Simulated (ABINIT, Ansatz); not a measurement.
# BN (P6_3/mmc): phonons by linear response, part 4 of 5

Aim: the phonon dispersion of BN (P6_3/mmc), checked by a second program.

ABINIT 10.8.3; DFT LDA, scalar-relativistic, plane waves, PseudoDojo stringent norm-conserving pseudopotentials.

So far, highest frequency (cm⁻¹): step 8 (dispersion) 1617. The relaxed cell has a = 2.489, c = 6.488 Å (conventional setting).

The database entry behind the starting cell differs from later determinations by our own check (about 0.3 % short, minor phase), so it need not match the best structure at ambient conditions.

## (10) Modes with the sum rule

anaddb reads the merged derivatives, imposes the acoustic sum rule and charge neutrality, and adds the LO-TO term along chosen directions.

Input file anaddb.abi:

```
ddb_filepath "gamma_DDB"
output_file "anaddb.abo"
outdata_prefix "anaddb"
asr 1
chneut 1
enunit 2
eivec 1
nph1l 1
qph1l 0.0 0.0 0.0 1.0
dieflag 1
nph2l 3
qph2l 
    1.0 0.0 0.0 0.0
    0.0 0.0 1.0 0.0
    1.0 1.0 1.0 0.0
```

Input file mrgddb.in:

```
gamma_DDB
merged
2
dfpt_gammao_DS2_DDB
gso_DDB
```

Launch:

```sh
$ mrgddb < mrgddb.in > mrgddb.log
$ OMP_NUM_THREADS=1 anaddb anaddb.abi > anaddb.log
```

anaddb.abo, the main output file:

```text
[banners, grids, parts of the stress and lines that vanish by symmetry left out]
-outvars_anaddb: echo values of input variables ----------------------

 Flags :
[...]
Dielectric Tensor and Effective Charges
[...]
Effective charge tensors after
[...]
Phonon wavevector (reduced coordinates) :  0.00000  0.00000  0.00000
 Phonon energies in Hartree :
[...]
Phonon energies in meV     :
-  0.000000E+00  0.000000E+00  0.000000E+00  6.229805E+00  6.229805E+00
-  1.395635E+01  9.379744E+01  1.013301E+02  1.716989E+02  1.716989E+02
-  1.717047E+02  1.717047E+02
 Phonon frequencies in cm-1    :
-  0.000000E+00  0.000000E+00  0.000000E+00  5.024676E+01  5.024676E+01
-  1.125656E+02  7.565274E+02  8.172825E+02  1.384845E+03  1.384845E+03
-  1.384892E+03  1.384892E+03
 Phonon frequencies in Thz     :
-  0.000000E+00  0.000000E+00  0.000000E+00  1.506360E+00  1.506360E+00
-  3.374630E+00  2.268012E+01  2.450151E+01  4.151662E+01  4.151662E+01
-  4.151802E+01  4.151802E+01
 Phonon energies in Kelvin  :
-  0.000000E+00  0.000000E+00  0.000000E+00  7.229388E+01  7.229388E+01
-  1.619567E+02  1.088474E+03  1.175887E+03  1.992483E+03  1.992483E+03
-  1.992551E+03  1.992551E+03
[...]
-  1  0.00000000E+00 -2.56111779E-07 -3.32448080E-03
-     0.00000000E+00  0.00000000E+00  0.00000000E+00
-  2  0.00000000E+00 -2.56111779E-07 -3.32448080E-03
-     0.00000000E+00  0.00000000E+00  0.00000000E+00
-  3  0.00000000E+00 -2.56111776E-07 -3.32448087E-03
-     0.00000000E+00  0.00000000E+00  0.00000000E+00
-  4  0.00000000E+00 -2.56111776E-07 -3.32448087E-03
-     0.00000000E+00  0.00000000E+00  0.00000000E+00
[...]
-  1  0.00000000E+00  3.32448086E-03 -2.56111370E-07
-     0.00000000E+00  0.00000000E+00  0.00000000E+00
-  2  0.00000000E+00  3.32448086E-03 -2.56111370E-07
-     0.00000000E+00  0.00000000E+00  0.00000000E+00
-  3  0.00000000E+00  3.32448082E-03 -2.56111376E-07
-     0.00000000E+00  0.00000000E+00  0.00000000E+00
-  4  0.00000000E+00  3.32448082E-03 -2.56111376E-07
-     0.00000000E+00  0.00000000E+00  0.00000000E+00
[...]
-  1  3.32448087E-03  0.00000000E+00  0.00000000E+00
-     0.00000000E+00  0.00000000E+00  0.00000000E+00
-  2  3.32448087E-03  0.00000000E+00  0.00000000E+00
-     0.00000000E+00  0.00000000E+00  0.00000000E+00
-  3  3.32448083E-03  0.00000000E+00  0.00000000E+00
-     0.00000000E+00  0.00000000E+00  0.00000000E+00
-  4  3.32448083E-03  0.00000000E+00  0.00000000E+00
-     0.00000000E+00  0.00000000E+00  0.00000000E+00
[...]
-  1  5.99394856E-07  3.32694208E-03  0.00000000E+00
-     0.00000000E+00  0.00000000E+00  0.00000000E+00
-  2 -5.99394856E-07 -3.32694208E-03  0.00000000E+00
-     0.00000000E+00  0.00000000E+00  0.00000000E+00
[...]
-     1          0.000000    -0.000000     0.000000     0.000000
-     2          0.000000     0.000000     0.000000     0.000000
-     3          0.000000    -0.000000    -0.000000     0.000000
-     4         -0.000000     0.000000     0.000000     0.000000
-     5          0.000000    -0.000000     0.000000     0.000000
[...]
-     9          0.000000     0.000000    -0.000000     0.000000
[...]
-   1     Real    0.0000E+00  0.0000E+00  0.0000E+00  0.0000E+00  0.0000E+00  0.0000E+00  0.0000E+00
[...]
-   2     Real    0.0000E+00  0.0000E+00  0.0000E+00  0.0000E+00  0.0000E+00  0.0000E+00  0.0000E+00
[...]
-   3     Real    0.0000E+00  0.0000E+00  0.0000E+00  0.0000E+00  0.0000E+00  0.0000E+00  0.0000E+00
[...]
-   4     Real    0.0000E+00  0.0000E+00  0.0000E+00  0.0000E+00  0.0000E+00  0.0000E+00  0.0000E+00
[...]
-   5     Real    0.0000E+00  0.0000E+00  0.0000E+00  0.0000E+00  0.0000E+00  0.0000E+00  0.0000E+00
[...]
-   9     Real    0.0000E+00  0.0000E+00  0.0000E+00  0.0000E+00  0.0000E+00  0.0000E+00  0.0000E+00
[...]
-  10     Real    0.0000E+00  0.0000E+00  0.0000E+00  0.0000E+00  0.0000E+00  0.0000E+00  0.0000E+00
[...]
-  11     Real    0.0000E+00  1.3082E-03  0.0000E+00 -3.2428E-09  0.0000E+00  0.0000E+00  1.3082E-03
[...]
-  12     Real    1.3082E-03  0.0000E+00  0.0000E+00  3.2428E-09  0.0000E+00  0.0000E+00  1.3082E-03
[...]
Phonon at Gamma, with non-analyticity in the
[...]
Phonon energies in Hartree :
[...]
Phonon energies in meV     :
[...]
-  1.717047E+02  2.004525E+02
 Phonon frequencies in cm-1    :
[...]
-  1.384892E+03  1.616758E+03
 Phonon frequencies in Thz     :
[...]
-  4.151802E+01  4.846919E+01
 Phonon energies in Kelvin  :
[...]
-  1.992551E+03  2.326154E+03
[...]
Phonon at Gamma, with non-analyticity in the
[...]
Phonon energies in Hartree :
[...]
Phonon energies in meV     :
[...]
-  1.717047E+02  1.717047E+02
 Phonon frequencies in cm-1    :
[...]
-  1.384892E+03  1.384892E+03
 Phonon frequencies in Thz     :
[...]
-  4.151802E+01  4.151802E+01
 Phonon energies in Kelvin  :
[...]
-  1.992551E+03  1.992551E+03
[...]
-  4  0.00000000E+00  9.25081119E-07  3.32448075E-03
-     0.00000000E+00  0.00000000E+00  0.00000000E+00
[...]
-  1  2.17576271E-07 -3.32448074E-03  9.25079464E-07
-     0.00000000E+00  0.00000000E+00  0.00000000E+00
-  2  2.17576271E-07 -3.32448074E-03  9.25079464E-07
-     0.00000000E+00  0.00000000E+00  0.00000000E+00
-  3  2.17576268E-07 -3.32448070E-03  9.25079481E-07
-     0.00000000E+00  0.00000000E+00  0.00000000E+00
-  4  2.17576269E-07 -3.32448070E-03  9.25079481E-07
-     0.00000000E+00  0.00000000E+00  0.00000000E+00
[...]
-  1  3.32448087E-03  2.17569254E-07  0.00000000E+00
-     0.00000000E+00  0.00000000E+00  0.00000000E+00
[...]
Phonon at Gamma, with non-analyticity in the
[...]
Phonon energies in Hartree :
[...]
Phonon energies in meV     :
-  0.000000E+00  0.000000E+00  0.000000E+00  6.229805E+00  6.229805E+00
-  1.395635E+01  9.522481E+01  1.013301E+02  1.716989E+02  1.716989E+02
-  1.717047E+02  1.945840E+02
 Phonon frequencies in cm-1    :
-  0.000000E+00  0.000000E+00  0.000000E+00  5.024676E+01  5.024676E+01
-  1.125656E+02  7.680399E+02  8.172825E+02  1.384845E+03  1.384845E+03
-  1.384892E+03  1.569426E+03
 Phonon frequencies in Thz     :
-  0.000000E+00  0.000000E+00  0.000000E+00  1.506360E+00  1.506360E+00
-  3.374630E+00  2.302526E+01  2.450151E+01  4.151662E+01  4.151662E+01
-  4.151802E+01  4.705020E+01
 Phonon energies in Kelvin  :
-  0.000000E+00  0.000000E+00  0.000000E+00  7.229388E+01  7.229388E+01
-  1.619567E+02  1.105038E+03  1.175887E+03  1.992483E+03  1.992483E+03
-  1.992551E+03  2.258054E+03
[...]
-  3 -2.06525290E-03  2.06525290E-03  0.00000000E+00
-     0.00000000E+00  0.00000000E+00  0.00000000E+00
-  4 -2.06525290E-03  2.06525290E-03  0.00000000E+00
-     0.00000000E+00  0.00000000E+00  0.00000000E+00
[...]
Direction                     Dielectric constant
[...]
0.00000   0.00000   1.00000      3.38263760
   1.00000   1.00000   1.00000      5.52771735
-
```

It took 0.52 s on 1 thread of Arm Neoverse V2, shared host.

This step gave:

```
lowest optical zone-centre mode      : 50.25 cm⁻¹
mean static dielectric constant      : 5.528
highest mode moved by the LO-TO term : 1617 cm⁻¹
```

No LO-TO term; unit eigenvectors of the mass-weighted matrix, from anaddb's displacements. The modes at Γ (shares of kinetic energy by element, %):

| mode | frequency (cm⁻¹) | B % | N % |
| --- | --- | --- | --- |
| 1 | 0.0 | 44 | 56 |
| 2 | 0.0 | 44 | 56 |
| 3 | 0.0 | 44 | 56 |
| 4 | 50.2 | 44 | 56 |
| 5 | 50.2 | 44 | 56 |
| 6 | 112.6 | 44 | 56 |
| 7 | 756.5 | 56 | 44 |
| 8 | 817.3 | 56 | 44 |
| 9 | 1384.8 | 56 | 44 |
| 10 | 1384.8 | 56 | 44 |
| 11 | 1384.9 | 56 | 44 |
| 12 | 1384.9 | 56 | 44 |

Displacements in mode 4 (50.2 cm⁻¹), the largest set to 1:
```
B1   0.00  1.00  0.00
B2   0.00 -1.00  0.00
N3   0.00 -1.00  0.00
N4   0.00  1.00  0.00
```

Displacements in mode 7 (756.5 cm⁻¹), the largest set to 1:
```
B1   0.00  0.00  1.00
B2   0.00  0.00  1.00
N3   0.00  0.00 -0.77
N4   0.00  0.00 -0.77
```

Static dielectric tensor (ions relaxed, fixed cell):

```
6.60 0.00 0.00
0.00 6.60 0.00
0.00 0.00 3.38
```

[end of part 4 of 5]

[Host names and launcher messages were left out of these logs when they were recorded.]

[Logs are printed without paths, hosts, clocks, repeated set-up lines and the standing remarks that a program may print on its own settings, such as how far it seeks lower states.]

[Hosts, paths, dates, database ids (printed as entryN), source tags and the programs' standing remarks are cut or masked in the printed files.]
